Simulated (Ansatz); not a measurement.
## What internal relaxation does to the elastic constants of SiNi

Method: DFT PBE, scalar-relativistic, plane waves, PAW in Ansatz 0.2.0. Settings: 420 eV plane-wave cutoff, Γ-centred 14×12×10 mesh, Fermi-Dirac smearing of 0.15 eV. No spin polarisation.

Relaxed structure:
```
CELL_PARAMETERS angstrom
3.04305 0.00000 0.00000
0.00000 3.26993 0.00000
0.00000 0.00000 4.71339
ATOMIC_POSITIONS crystal
Si 0.50000 0.50000 0.84317
Si 0.00000 0.00000 0.15683
Ni 0.50000 0.50000 0.34211
Ni 0.00000 0.00000 0.65789
```

In a metal, frequencies and elastic constants depend on the k mesh and the smearing, soft modes and shear constants most. Spin polarisation was left out, and a magnetic state may lie lower.

Clamped-ion constants (GPa, Voigt order; atoms follow the strain homogeneously):
```
176.4 170.2 119.9   0.0   0.0   0.0
170.2 217.6 123.5   0.0   0.0   0.0
119.9 123.5 409.5   0.0   0.0   0.0
  0.0   0.0   0.0 118.9   0.0   0.0
  0.0   0.0   0.0   0.0 116.5   0.0
  0.0   0.0   0.0   0.0   0.0 111.5
```

**Question.** What are the constants once the atoms relax in each strained cell?

**Answer.**
C11 = 175.8, C12 = 168.8, C13 = 115.9, C22 = 214.6, C23 = 116.1, C33 = 379.8, C44 = 116.6, C55 = 109.3, C66 = 111.5 GPa; the others vanish.
The Voigt shear modulus goes from 95.4 to 92.1 GPa and the Voigt bulk modulus from 181.2 to 174.7 GPa. Relaxation subtracts ΛᵀK⁻¹Λ/V, with Λ the forces that a strain puts on the atoms and K the zone-centre force constants. At a stable cell this can only lower the diagonal constants, and it acts only for strains that share their symmetry with an optical mode; elsewhere, and where the coupling is weak, the constants hardly move.

This form isn't the usual stable structure of the compound.

Cost: 2 runs of about 34 core-minutes in all, on Arm Neoverse V2 (shared hosts).